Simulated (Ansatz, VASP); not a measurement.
## Te: VASP beside Ansatz

```
Te
1.0
     3.61109    0.00000    0.00000
    -1.80555    3.12730    0.00000
     0.00000    0.00000    4.48052
Te
2
Direct
  0.33333 0.66667 0.25000
  0.66667 0.33333 0.75000
```

Alike in both runs: functional PBEsol; k mesh 13 × 13 × 7; occupations fermi-dirac, width 0.1 eV; no spin polarisation.

Ansatz relaxed the structure, and its values are those at the end. VASP's run is a single point on that final structure, the one shown.

|  | VASP | Ansatz |
| --- | --- | --- |
| version | VASP 6.6.1 | Ansatz 0.2.0 |
| potentials or method | VASP PAW PBE potentials, release 64 (Te), cutoff 520 eV | all-electron LAPW, scalar-relativistic |

VASP gave:

- pressure (GPa): 9.0

Problem. Estimate Ansatz's values.

Solution. Pressure (GPa): 8.9.

Ansatz ran all-electron here, so the differences hold the error of VASP's frozen core and of both bases.

Caveats: the PAW data sets were made with another functional, which shifts forces and pressure a little (VASP). The runs have no spin-orbit coupling, so splittings on Te are missing.
